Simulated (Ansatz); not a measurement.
## Ag(100) / 3 layers Al(100) / Ag(100): resistance against film thickness

Aim: what a thin film of another metal adds to the resistance, first Ag(100) / 3 layers Al(100) / Ag(100).

Calculated with Ansatz 0.2.0; Ansatz plane-wave DFT, PBE, PAW files; ballistic transport by layer matching (Landauer), zero bias; PAW set soft_1, in the first sound run; inputs show where later runs differ.

Most raw output is cut from this account.

### Step 1. The structure

The cell holds 12 atoms: 9 Ag and 3 Al. Cell: a = 2.889 Å, b = 2.889 Å, c = 24.347 Å, α = 90.0°, β = 90.0°, γ = 90.0°. It derives from Ag and Al. Regions: lead, 9 atoms (9 Ag); films, 3 atoms (3 Al). The structure is stacked along c, and the current runs across the ab planes.

### Step 2. With 3 layers

The film is laid into the lead at the lead's in-plane lattice, and the cell closes on the lead's own image. The mesh across the current, 26×26, is finer than the density's, because channels open and close sharply across the zone. Energies from -1 to 1 eV in steps of 0.036 eV cover the slope of the Fermi function at 300 K, so the program can form a conductance.

File input.yaml:

```yaml
crystal:
  lattice:
    - [2.8893797293, 0.0, 0.0]
    - [0.0, 2.8893797293, 0.0]
    - [0.0, 0.0, 24.3467695194]
  atoms:
    - { symbol: Ag, position: [0.0, 0.0, 0.0419583386] }
    - { symbol: Ag, position: [0.5, 0.5, 0.1258750159] }
    - { symbol: Ag, position: [0.0, 0.0, 0.2097916931] }
    - { symbol: Ag, position: [0.5, 0.5, 0.2937083704] }
    - { symbol: Al, position: [0.0, 0.0, 0.3764583598] }
    - { symbol: Al, position: [0.5, 0.5, 0.4580416614] }
    - { symbol: Al, position: [0.0, 0.0, 0.5396249629] }
    - { symbol: Ag, position: [0.5, 0.5, 0.6223749523] }
    - { symbol: Ag, position: [0.0, 0.0, 0.7062916296] }
    - { symbol: Ag, position: [0.5, 0.5, 0.7902083069] }
    - { symbol: Ag, position: [0.0, 0.0, 0.8741249841] }
    - { symbol: Ag, position: [0.5, 0.5, 0.9580416614] }
kpoints:
  mp_grid: { grid: [13, 13, 1] }
hamiltonian:
  xc: pbe
  pseudopotentials: { kind: paw, azcp: { folder: soft_1 } }
scf:
  occupations: { method: fermi_dirac, width: 0.1 }
output:
  transmission: { leads: [[0, 1]], kmesh: [26, 26], e_range: [-1.0, 1.0], de: 0.036 }
  write_potential: true
  write_density: true
  volumetric_format: npy
  elf: true
```

On the command line:

```
$ ansatz run input.yaml --threads 4 --pin off --max-ram 8192MiB --backend cpu --events-out ev --progress --plain --runs-dir out
```

Elapsed: 84 s, on 4 threads of Intel Xeon Platinum 8488C (Sapphire Rapids), shared host; peak memory 0.98 GiB; 5.3 min of CPU time.

This step gave:

```yaml
free_energy: -69928.0720 eV
energy_at_zero_smearing: -69928.0045 eV
fermi_energy: 15.05 eV
cell_area: 8.349 Å²
step_of_the_lead_s_potential: 1.2 meV
ballistic_conductance_of_the_lead: 8.54e14 S/m²
estimated_errors_of_the_lead_s_conductance: 0, 4.6, 0.4 % (band edges, k-mesh, distance from neutral)
lead_conductance_per_cell: 0.9202 G₀
conductance_of_the_junction: 6.12e14 S/m²
junction_conductance_per_cell: 0.6599 G₀
estimated_errors_of_the_junction_s_conductance: 0, 0, 5.2, 0.3, 0 % (energy step, band edges, k-mesh, leads' steps, distance from neutral)
area_resistance_that_the_stack_adds_contact_term_taken_off_spin_by_spin: 0.4619 fΩ m²
```

Per spin. Table of transmission, zone mean by energy, zero at the Fermi level:

```
energy (eV)  transmission, zone mean
     -1.000                    0.636
     -0.964                    0.641
     -0.892                    0.646
     -0.856                    0.639
     -0.784                    0.648
     -0.748                    0.638
     -0.676                    0.665
     -0.640                    0.665
     -0.568                    0.673
     -0.532                    0.666
     -0.496                    0.674
     -0.460                    0.658
     -0.424                    0.689
     -0.352                    0.685
     -0.316                    0.682
     -0.244                    0.694
     -0.208                    0.691
     -0.136                    0.672
     -0.100                    0.657
     -0.028                    0.657
      0.008                    0.658
      0.080                    0.668
      0.116                    0.653
      0.188                    0.653
      0.224                    0.659
      0.296                    0.634
      0.332                    0.637
      0.404                    0.658
      0.440                    0.651
      0.512                    0.649
      0.548                    0.665
      0.620                    0.665
      0.656                    0.642
      0.728                    0.636
      0.764                    0.649
      0.836                    0.623
      0.872                    0.628
      0.944                    0.628
      0.980                    0.631
```

Per spin. Open channels, zone mean, lead against energy, zero at the Fermi level:

energy (eV), open channels, zone mean, lead and a bar from the least value:
```
   -1.000      0.800 
   -0.892      0.812 ##
   -0.820      0.818 ###
   -0.712      0.842 #######
   -0.640      0.842 #######
   -0.532      0.883 ##############
   -0.424      0.889 ###############
   -0.352      0.877 #############
   -0.244      0.913 ###################
   -0.136      0.925 #####################
   -0.064      0.913 ###################
    0.008      0.925 #####################
    0.044      0.936 #######################
    0.116      0.936 #######################
    0.224      0.948 #########################
    0.332      0.936 #######################
    0.404      0.960 ###########################
    0.512      0.960 ###########################
    0.620      0.960 ###########################
    0.692      0.948 #########################
    0.800      0.960 ###########################
    0.872      0.960 ###########################
    0.980      0.978 ##############################
```

Transmission over k1 and k2. At 0.0080 eV from the Fermi level.

Values, 12 rows by 16 columns, each cell a mean:
```
0.00 0.10 0.46 0.87 0.96 0.90 0.84 0.56 0.33 0.71 0.87 0.93 0.95 0.70 0.35 0.02
0.04 0.70 0.84 0.92 0.87 0.83 0.78 0.80 0.86 0.76 0.81 0.85 0.89 0.88 0.87 0.41
0.34 0.95 0.91 0.86 0.81 0.76 0.53 0.56 0.67 0.49 0.64 0.78 0.83 0.89 0.93 0.92
1.15 0.90 0.85 0.77 0.78 0.72 0.56 0.57 0.56 0.56 0.62 0.75 0.77 0.80 0.87 0.92
0.64 0.88 0.85 0.50 0.50 0.62 0.53 0.46 0.44 0.48 0.56 0.57 0.57 0.58 0.88 0.80
0.14 0.42 0.86 0.74 0.56 0.57 0.45 0.37 0.34 0.40 0.50 0.57 0.60 0.81 0.75 0.35
0.23 0.68 0.86 0.51 0.54 0.58 0.48 0.40 0.37 0.42 0.52 0.57 0.57 0.60 0.83 0.58
1.12 0.88 0.84 0.69 0.62 0.66 0.58 0.53 0.51 0.54 0.61 0.64 0.66 0.74 0.86 0.87
0.70 0.93 0.87 0.81 0.79 0.76 0.52 0.57 0.57 0.55 0.61 0.77 0.79 0.84 0.89 0.96
0.21 0.86 0.88 0.90 0.84 0.77 0.62 0.63 0.80 0.53 0.71 0.80 0.86 0.90 0.91 0.72
0.00 0.43 0.85 0.95 0.91 0.86 0.88 0.77 0.63 0.85 0.87 0.88 0.92 0.91 0.77 0.19
0.00 0.01 0.07 0.42 0.59 1.26 0.75 0.26 0.17 0.38 1.02 1.05 0.51 0.26 0.05 0.00
```
Columns: k1 (b1) from -0.5 to 0.462; rows upwards: k2 (b2) from -0.5 to 0.462.

Open channels over k1 and k2. At 0.0080 eV from the Fermi level.

Values, 12 rows by 16 columns, each cell a mean:
```
0.00 0.13 0.79 1.00 1.00 1.00 1.00 1.00 1.00 1.00 1.00 1.00 1.00 1.00 0.50 0.03
0.24 0.91 1.00 1.00 1.00 1.00 1.00 1.00 1.00 1.00 1.00 1.00 1.00 1.00 1.00 0.76
0.38 1.00 1.00 1.00 1.00 1.00 1.00 1.00 1.00 1.00 1.00 1.00 1.00 1.00 1.00 1.00
1.33 1.00 1.00 1.00 1.00 1.00 1.00 1.00 1.00 1.00 1.00 1.00 1.00 1.00 1.00 1.00
1.14 1.00 1.00 1.00 1.00 1.00 1.00 1.00 1.00 1.00 1.00 1.00 1.00 1.00 1.00 1.00
0.38 1.00 1.00 1.00 1.00 1.00 1.00 1.00 1.00 1.00 1.00 1.00 1.00 1.00 1.00 1.00
0.48 1.00 1.00 1.00 1.00 1.00 1.00 1.00 1.00 1.00 1.00 1.00 1.00 1.00 1.00 1.00
1.62 1.00 1.00 1.00 1.00 1.00 1.00 1.00 1.00 1.00 1.00 1.00 1.00 1.00 1.00 1.00
0.76 1.00 1.00 1.00 1.00 1.00 1.00 1.00 1.00 1.00 1.00 1.00 1.00 1.00 1.00 1.00
0.38 1.00 1.00 1.00 1.00 1.00 1.00 1.00 1.00 1.00 1.00 1.00 1.00 1.00 1.00 1.00
0.06 0.57 1.00 1.00 1.00 1.00 1.00 1.00 1.00 1.00 1.00 1.00 1.00 1.00 0.91 0.33
0.00 0.01 0.33 0.54 0.61 1.46 1.25 0.54 0.54 0.68 1.46 1.18 0.54 0.54 0.13 0.00
```
Columns: k1 (b1) from -0.5 to 0.462; rows upwards: k2 (b2) from -0.5 to 0.462.

ELF in the ca plane at fractional y = 0.000, with atoms of Ag and Al within 0.2 Å of it. It is the smooth field of the valence electrons, not physical close to the nuclei.

Values, 5 rows by 16 columns, each cell a mean:
```
0.40 0.50 0.18 0.17 0.36 0.53 0.20 0.23 0.38 0.19 0.48 0.32 0.42 0.18 0.40 0.18
0.22 0.25 0.18 0.17 0.21 0.26 0.19 0.21 0.50 0.59 0.57 0.49 0.62 0.57 0.34 0.18
0.18 0.18 0.19 0.17 0.19 0.18 0.20 0.19 0.45 0.62 0.58 0.56 0.61 0.59 0.30 0.18
0.27 0.33 0.18 0.17 0.25 0.34 0.19 0.22 0.49 0.48 0.55 0.43 0.59 0.46 0.37 0.18
0.46 0.58 0.19 0.16 0.40 0.62 0.21 0.24 0.32 0.21 0.44 0.28 0.35 0.21 0.40 0.17
```
Columns run along c (16.0 Å, from fractional 0.01 to 0.66 of the cell), rows up along a (2.9 Å). Atoms in or near the plane, at fractional coordinates: Ag at (0.04, 0.00), Ag at (0.21, 0.00), Al at (0.38, 0.00), Al at (0.54, 0.00).

Valence density in the ca plane at fractional y = 0.000, with atoms of Ag and Al within 0.2 Å of it. It is the smooth field of the valence electrons, not physical close to the nuclei.

Ten steps, logarithmic in the rise over the least value, from '0' (0 e/Å³) to '9' (20 e/Å³), each cell a mean:
```
37997310000268984100000000011000011000000000
24665210000146653100000100111000011100100000
12332100100112321001100111111100111111100110
01111001110011110011110011111111111111001111
01121101110011211001110111111111111111101110
13553100000124542100000111111000011111100000
26886310000257874100000100011000011000100000
37998410000269985200000000001000010000000000
```
Columns run along c (16.0 Å, from fractional 0.01 to 0.66 of the cell), rows up along a (2.9 Å). Atoms in or near the plane, at fractional coordinates: Ag at (0.04, 0.00), Ag at (0.21, 0.00), Al at (0.38, 0.00), Al at (0.54, 0.00).

Electrostatic potential energy in the ca plane at fractional y = 0.000, with atoms of Ag and Al within 0.2 Å of it. With pseudopotentials it is smooth inside the atoms' cores, unlike the true potential.

Ten even steps from '0' (-12 eV) to '9' (18 eV), each cell a mean:
```
40230389999601301899997369637999973696379999
72001699999830015899998534358999985343589999
97557999999986568999999866689999998666899999
99889999999998899999999988899988999888999999
98778999999998789999999887889988998878899999
85224899999862137999998744478999987444789999
60000599999710003899997446447999974464479999
40560289999503711799997379837999973897379999
```
Columns run along c (16.0 Å, from fractional 0.01 to 0.66 of the cell; values clipped at the 3rd and 97th percentile), rows up along a (2.9 Å). Atoms in or near the plane, at fractional coordinates: Ag at (0.04, 0.00), Ag at (0.21, 0.00), Al at (0.38, 0.00), Al at (0.54, 0.00).

The lead's potential steps by 1.2 meV from period to period, small in itself. The program estimates the junction's conductance to 5.2 % from the k-mesh, 0 % from the leads' distance from neutral and 0.3 % from their steps.

By hand: 1/G − 1/G_lead = 1/0.6124 − 1/0.854 = 0.462 fΩ m² with G in 10¹⁵ S/m².

### Step 3. With 5 layers, film layers 5

The stack now holds 5 film layers; the k-mesh follows the cell, and the energies span -0.27 to 0.27 eV.

System of this step: Ag(100) / 5 layers Al(100) / Ag(100). The cell holds 14 atoms: 9 Ag and 5 Al. Cell: a = 2.889 Å, b = 2.889 Å, c = 28.319 Å, α = 90.0°, β = 90.0°, γ = 90.0°. It derives from Ag and Al. Regions: lead, 9 atoms (9 Ag); films, 5 atoms (5 Al). The structure is stacked along c, and the current runs across the ab planes.

File input.yaml:

```yaml
crystal:
  lattice:
    - [2.8893797293, 0.0, 0.0]
    - [0.0, 2.8893797293, 0.0]
    - [0.0, 0.0, 28.319349199]
  atoms:
    - { symbol: Ag, position: [0.0, 0.0, 0.0360725097] }
    - { symbol: Ag, position: [0.5, 0.5, 0.1082175292] }
    - { symbol: Ag, position: [0.0, 0.0, 0.1803625487] }
    - { symbol: Ag, position: [0.5, 0.5, 0.2525075682] }
    - { symbol: Al, position: [0.0, 0.0, 0.3236495604] }
    - { symbol: Al, position: [0.5, 0.5, 0.3937885253] }
    - { symbol: Al, position: [0.0, 0.0, 0.4639274903] }
    - { symbol: Al, position: [0.5, 0.5, 0.5340664552] }
    - { symbol: Al, position: [0.0, 0.0, 0.6042054201] }
    - { symbol: Ag, position: [0.5, 0.5, 0.6753474123] }
    - { symbol: Ag, position: [0.0, 0.0, 0.7474924318] }
    - { symbol: Ag, position: [0.5, 0.5, 0.8196374513] }
    - { symbol: Ag, position: [0.0, 0.0, 0.8917824708] }
    - { symbol: Ag, position: [0.5, 0.5, 0.9639274903] }
kpoints:
  mp_grid: { grid: [13, 13, 1] }
hamiltonian:
  xc: pbe
  pseudopotentials: { kind: paw, azcp: { folder: soft_1 } }
scf:
  occupations: { method: fermi_dirac, width: 0.1 }
output:
  transmission:
    leads: [[0, 1]]
    kmesh: [26, 26]
    e_range: [-0.27, 0.27]
    de: 0.036
  write_potential: true
  write_density: true
  volumetric_format: npy
```

It took 41 s on 4 threads; peak memory 1.1 GiB.

This step gave:

* free energy: -71003.1028 eV
* energy at zero smearing: -71003.0248 eV
* Fermi energy: 14.08 eV
* step of the lead's potential: 1.5 meV
* ballistic conductance of the lead: 8.56e14 S/m²
* estimated errors of the lead's conductance: 0, 4.6, 0.6 % (band edges, k-mesh, distance from neutral)
* lead conductance per cell: 0.9226 G₀
* conductance of the junction: 5.05e14 S/m²
* junction conductance per cell: 0.5439 G₀
* estimated errors of the junction's conductance: 0.2, 0, 5.6, 0.5, 0.8 % (energy step, band edges, k-mesh, leads' steps, distance from neutral)
* area resistance that the stack adds (contact term taken off, spin by spin): 0.8131 fΩ m²

Per spin. The transmission, zone mean by energy, zero at the Fermi level:

```
energy (eV)  transmission, zone mean
     -0.270                    0.576
     -0.234                    0.574
     -0.198                    0.563
     -0.162                    0.541
     -0.126                    0.547
     -0.090                    0.561
     -0.054                    0.554
     -0.018                    0.529
      0.018                    0.543
      0.054                    0.553
      0.090                    0.556
      0.126                    0.542
      0.162                    0.551
      0.198                    0.555
      0.234                    0.562
      0.270                    0.572
```

The conductance of the junction is 5.0e14 S/m², 18 % under the 6.1e14 S/m² of the last finished run.

### Step 4. With 6 layers, film layers 6

The stack now holds 6 film layers; the k-mesh follows the cell, and the energies span -0.27 to 0.27 eV.

System of this step: Ag(100) / 6 layers Al(100) / Ag(100). The cell holds 14 atoms: 8 Ag and 6 Al. Cell: a = 2.889 Å, b = 2.889 Å, c = 28.263 Å, α = 90.0°, β = 90.0°, γ = 90.0°. It derives from Ag and Al. Regions: lead, 8 atoms (8 Ag); films, 6 atoms (6 Al). The structure is stacked along c, and the current runs across the ab planes.

input.yaml, the sections that differ from step 3:

```yaml
crystal:
  lattice:
    - [2.8893797293, 0.0, 0.0]
    - [0.0, 2.8893797293, 0.0]
    - [0.0, 0.0, 28.2625390388]
  atoms:
    - { symbol: Ag, position: [0.0, 0.0, 0.0361450186] }
    - { symbol: Ag, position: [0.5, 0.5, 0.1084350559] }
    - { symbol: Ag, position: [0.0, 0.0, 0.1807250931] }
    - { symbol: Ag, position: [0.5, 0.5, 0.2530151304] }
    - { symbol: Al, position: [0.0, 0.0, 0.3243001242] }
    - { symbol: Al, position: [0.5, 0.5, 0.3945800745] }
    - { symbol: Al, position: [0.0, 0.0, 0.4648600248] }
    - { symbol: Al, position: [0.5, 0.5, 0.5351399752] }
    - { symbol: Al, position: [0.0, 0.0, 0.6054199255] }
    - { symbol: Al, position: [0.5, 0.5, 0.6756998758] }
    - { symbol: Ag, position: [0.0, 0.0, 0.7469848696] }
    - { symbol: Ag, position: [0.5, 0.5, 0.8192749069] }
    - { symbol: Ag, position: [0.0, 0.0, 0.8915649441] }
    - { symbol: Ag, position: [0.5, 0.5, 0.9638549814] }
# kpoints, hamiltonian, scf, output: as in step 3
```

The job ended after 40 s (4 threads; peak memory 1 GiB; 2.5 min of CPU time).

This step gave:

- free energy: -63950.0546 eV
- energy at zero smearing: -63949.9830 eV
- Fermi energy: 13.38 eV
- step of the lead's potential: 7.6 meV
- ballistic conductance of the lead: 8.53e14 S/m²
- estimated errors of the lead's conductance: 0, 4.7, 0.2 % (band edges, k-mesh, distance from neutral)
- lead conductance per cell: 0.9186 G₀
- conductance of the junction: 4.74e14 S/m²
- junction conductance per cell: 0.5105 G₀
- estimated errors of the junction's conductance: 0.4, 0, 6.6, 2.9, 0.3 % (energy step, band edges, k-mesh, leads' steps, distance from neutral)
- area resistance that the stack adds (contact term taken off, spin by spin): 0.9375 fΩ m²

Per spin. The transmission, zone mean by energy, zero at the Fermi level:

```
energy (eV)  transmission, zone mean
     -0.270                    0.516
     -0.234                    0.494
     -0.198                    0.502
     -0.162                    0.514
     -0.126                    0.509
     -0.090                    0.519
     -0.054                    0.513
     -0.018                    0.519
      0.018                    0.497
      0.054                    0.513
      0.090                    0.525
      0.126                    0.522
      0.162                    0.530
      0.198                    0.531
      0.234                    0.538
      0.270                    0.529
```

The conductance of the junction is 4.7e14 S/m², 6.1 % under the 5.0e14 S/m² of the last finished run, within the error estimates, leads' steps apart, of 5.6 and 6.6 %.

### Step 5. With 8 layers, film layers 8

The stack now holds 8 film layers; the k-mesh follows the cell, and the energies span -0.27 to 0.27 eV.

System of this step: Ag(100) / 8 layers Al(100) / Ag(100). The cell holds 16 atoms: 8 Ag and 8 Al. Its edges and angles: a = 2.889 Å, b = 2.889 Å, c = 32.235 Å, α = 90.0°, β = 90.0°, γ = 90.0°. It derives from Ag and Al. Regions: lead, 8 atoms (8 Ag); films, 8 atoms (8 Al). The structure is stacked along c, and the current runs across the ab planes.

input.yaml, the sections that differ from step 4:

```yaml
crystal:
  lattice:
    - [2.8893797293, 0.0, 0.0]
    - [0.0, 2.8893797293, 0.0]
    - [0.0, 0.0, 32.2351187184]
  atoms:
    - { symbol: Ag, position: [0.0, 0.0, 0.0316905921] }
    - { symbol: Ag, position: [0.5, 0.5, 0.0950717764] }
    - { symbol: Ag, position: [0.0, 0.0, 0.1584529607] }
    - { symbol: Ag, position: [0.5, 0.5, 0.221834145] }
    - { symbol: Al, position: [0.0, 0.0, 0.284334145] }
    - { symbol: Al, position: [0.5, 0.5, 0.3459529607] }
    - { symbol: Al, position: [0.0, 0.0, 0.4075717764] }
    - { symbol: Al, position: [0.5, 0.5, 0.4691905921] }
    - { symbol: Al, position: [0.0, 0.0, 0.5308094079] }
    - { symbol: Al, position: [0.5, 0.5, 0.5924282236] }
    - { symbol: Al, position: [0.0, 0.0, 0.6540470393] }
    - { symbol: Al, position: [0.5, 0.5, 0.715665855] }
    - { symbol: Ag, position: [0.0, 0.0, 0.778165855] }
    - { symbol: Ag, position: [0.5, 0.5, 0.8415470393] }
    - { symbol: Ag, position: [0.0, 0.0, 0.9049282236] }
    - { symbol: Ag, position: [0.5, 0.5, 0.9683094079] }
# kpoints, hamiltonian, scf, output: as in step 4
```

Elapsed: 45 s, on 4 threads; peak memory 1.2 GiB; 2.9 min of CPU time.

This step gave:

* free energy: -65025.0529 eV
* energy at zero smearing: -65024.9643 eV
* Fermi energy: 12.72 eV
* step of the lead's potential: 4.2 meV
* ballistic conductance of the lead: 8.56e14 S/m²
* estimated errors of the lead's conductance: 0, 4.6, 0.6 % (band edges, k-mesh, distance from neutral)
* lead conductance per cell: 0.9225 G₀
* conductance of the junction: 4.29e14 S/m²
* junction conductance per cell: 0.4623 G₀
* estimated errors of the junction's conductance: 0.2, 0, 8, 2.2, 0.1 % (energy step, band edges, k-mesh, leads' steps, distance from neutral)
* area resistance that the stack adds (contact term taken off, spin by spin): 1.163 fΩ m²

Per spin. The transmission, zone mean by energy, zero at the Fermi level:

```
energy (eV)  transmission, zone mean
     -0.270                    0.439
     -0.234                    0.450
     -0.198                    0.450
     -0.162                    0.453
     -0.126                    0.466
     -0.090                    0.466
     -0.054                    0.468
     -0.018                    0.454
      0.018                    0.456
      0.054                    0.475
      0.090                    0.487
      0.126                    0.535
      0.162                    0.518
      0.198                    0.493
      0.234                    0.486
      0.270                    0.471
```

The conductance of the junction is 4.3e14 S/m², 9.4 % under the 4.7e14 S/m² of the last finished run, no more than the error estimates, leads' steps apart, of 6.6 and 8 % together.

(Continued in part 2 of 2.)

[Logs are printed without paths, hosts, clocks, repeated set-up lines and the standing remarks that a program may print on its own settings, such as how far it seeks lower states.]

[Hosts, paths, dates, database ids (printed as entryN), source tags and the programs' standing remarks are cut or masked in the printed files.]
